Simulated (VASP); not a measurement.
Wanted: the native input for a VASP 6.6.1 run.

| Quantity | Value |
| --- | --- |
| Task | single point |
| Functional | PBEsol |
| Potentials or basis | VASP PAW PBE potentials, release 64 (Mg, O) |
| Cutoff | 520 eV |
| k mesh | 12 × 12 × 12 |
| Occupations | gaussian, width 0.05 eV |
| Spin | no spin polarisation |
| Dipole correction | no |
| Further INCAR settings | ALGO = Fast; EDIFF = 1e-06; NBANDS = 14 |

The structure of MgO2 lies in POSCAR:

```
MgO2
1.0
    1.6689514567      0.9635695728      3.3542197199
   -1.6689514567      0.9635695728      3.3542197199
    0.0000000000     -1.9271391455      3.3542197199
Mg O
1 2
Direct
    0.0000000000      0.0000000000      0.0000000000
    0.4287860000      0.4287860000      0.4287860000
    0.5712140000      0.5712140000      0.5712140000
```

The cell comes from a database or a generator and needn't be the stable form of this composition.

The cell isn't the ideal one: strain +0.040 along x and y, -0.040 along z, atoms carried along.

These files were run (other wordings do the same):

INCAR

```
SYSTEM = MgO2
PREC     = Accurate       ! precision mode
ENCUT    = 520            ! plane-wave cutoff, eV
EDIFF    = 1E-6           ! SCF threshold, eV
ISMEAR   = 0              ! smearing method
SIGMA    = 0.05           ! smearing width, eV
LREAL    = .False.        ! projectors in reciprocal space
LASPH    = .True.         ! aspherical terms in the spheres
NELM     = 80             ! most SCF steps
ALGO     = Fast           ! electronic algorithm
ISIF     = 2              ! what is computed and relaxed
LWAVE    = .False.        ! write WAVECAR
LCHARG   = .False.        ! write CHGCAR
GGA      = PS             ! functional
NBANDS   = 14             ! bands
```

KPOINTS

```
regular mesh
0
Gamma
  12 12 12
  0 0 0
```

Potentials or basis: VASP PAW PBE potentials, release 64 (Mg, O).

Command:

```console
$ cat potpaw_PBE.64/Mg/POTCAR potpaw_PBE.64/O/POTCAR > POTCAR
$ mpirun -np 1 vasp_std > vasp.out
```

Results of the run:

```
Pressure               : -4.3 GPa
Largest force          : 1.713 eV/Å
Band gap on the k mesh : 2.77 eV, indirect (least direct gap 2.95 eV)
```

Caveat: the PAW data sets were made with another functional, which shifts forces and pressure a little.

It took 67 s on 1 thread of Intel(R) Xeon(R) Platinum 8559C (Emerald Rapids), on a shared host, peak memory 0.22 GiB.
